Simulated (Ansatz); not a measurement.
## (001) slab of diamond, 16.9 Å thick as cut, ended by H

Ansatz, PAW, plane waves, no spin–orbit coupling unless named; atoms relaxed with PBEsol, the curve by HSE06. The curve holds the local part of the PAW potentials, so its shape inside matter depends on the files.

```cif
data_structure
_symmetry_space_group_name_H-M 'P 1'
_symmetry_Int_Tables_number 1
_cell_length_a 2.5129
_cell_length_b 2.5129
_cell_length_c 32.3806
_cell_angle_alpha 90.000
_cell_angle_beta 90.000
_cell_angle_gamma 90.000
_cell_volume 204.48
loop_
_atom_site_label
_atom_site_type_symbol
_atom_site_fract_x
_atom_site_fract_y
_atom_site_fract_z
_atom_site_occupancy
C1 C 0.99809 0.02307 0.24084 1
C2 C 0.99809 0.96687 0.34919 1
C3 C 0.99810 0.96672 0.45891 1
C4 C 0.99811 0.96669 0.56865 1
C5 C 0.99812 0.96664 0.67839 1
C6 C 0.49807 0.96295 0.26666 1
C7 C 0.49809 0.96671 0.37661 1
C8 C 0.49810 0.96671 0.48635 1
C9 C 0.49812 0.96667 0.59608 1
C10 C 0.49812 0.96439 0.70575 1
C11 C 0.99808 0.46669 0.32173 1
C12 C 0.99810 0.46671 0.43148 1
C13 C 0.99811 0.46670 0.54121 1
C14 C 0.99813 0.46682 0.65094 1
C15 C 0.99811 0.52303 0.75929 1
C16 C 0.49809 0.46444 0.29437 1
C17 C 0.49810 0.46671 0.40404 1
C18 C 0.49810 0.46670 0.51378 1
C19 C 0.49813 0.46666 0.62352 1
C20 C 0.49810 0.46289 0.73346 1
H1 H 0.99822 0.87748 0.20836 1
H2 H 0.99782 0.42420 0.23228 1
H3 H 0.99819 0.37733 0.79175 1
H4 H 0.99797 0.92429 0.76784 1
```

Planar mean of the electrostatic potential energy along the normal, from the vacuum level:

(z (Å), v (eV)): (0.00, 0.00), (0.29, 0.00), (0.72, 0.00), (1.01, 0.00), (1.30, 0.00), (1.73, 0.00), (2.01, 0.00), (2.30, 0.00), (2.73, 0.00), (3.02, 0.00), (3.31, 0.00), (3.74, 0.00), (4.03, -0.01), (4.32, -0.01), (4.75, -0.02), (5.04, -0.04), (5.32, -0.09), (5.76, -0.29), (6.04, -0.66), (6.33, -1.54), (6.76, -4.77), (7.05, -4.37), (7.34, -9.50), (7.77, -16.34), (8.06, -14.51), (8.35, -14.45), (8.78, -14.89), (9.07, -13.08), (9.35, -14.52), (9.79, -13.99), (10.07, -13.48), (10.36, -15.35), (10.79, -13.32), (11.08, -14.19), (11.37, -15.32), (11.80, -13.30), (12.09, -15.11), (12.38, -14.55), (12.81, -13.83), (13.10, -15.44), (13.38, -13.66), (13.82, -14.76), (14.10, -14.93), (14.39, -13.25), (14.82, -15.40), (15.11, -14.00), (15.40, -13.42), (15.83, -15.24), (16.12, -13.35), (16.41, -14.16), (16.84, -14.39), (17.13, -13.28), (17.41, -15.07), (17.85, -13.55), (18.13, -13.79), (18.42, -15.44), (18.85, -13.24), (19.14, -14.72), (19.43, -14.97), (19.86, -13.51), (20.15, -15.39), (20.44, -14.04), (20.87, -14.32), (21.16, -15.25), (21.44, -13.35), (21.87, -15.18), (22.16, -14.45), (22.45, -13.31), (22.88, -15.38), (23.17, -13.43), (23.46, -13.64), (23.89, -15.21), (24.18, -14.21), (24.47, -15.41), (24.90, -13.45), (25.18, -5.92), (25.47, -4.60), (25.90, -2.77), (26.19, -0.99), (26.48, -0.43), (26.91, -0.14), (27.20, -0.07), (27.49, -0.04), (27.92, -0.01), (28.21, -0.01), (28.49, 0.00), (28.93, 0.00), (29.21, 0.00), (29.50, 0.00), (29.93, 0.00), (30.22, 0.00), (30.51, 0.00), (30.94, 0.00), (31.23, 0.00), (31.52, 0.00), (31.95, 0.00), (32.24, 0.00)

Q: How far below the vacuum level do the top filled and the lowest empty level lie, by each functional?

A: PBEsol: 2.91 and 0.80 eV (gap 2.12 eV, a 6×6×1 mesh); HSE06: 3.50 and 0.70 eV (gap 2.81 eV, a 4×4×1 mesh). Either level can be a surface state and not a band edge of the crystal.
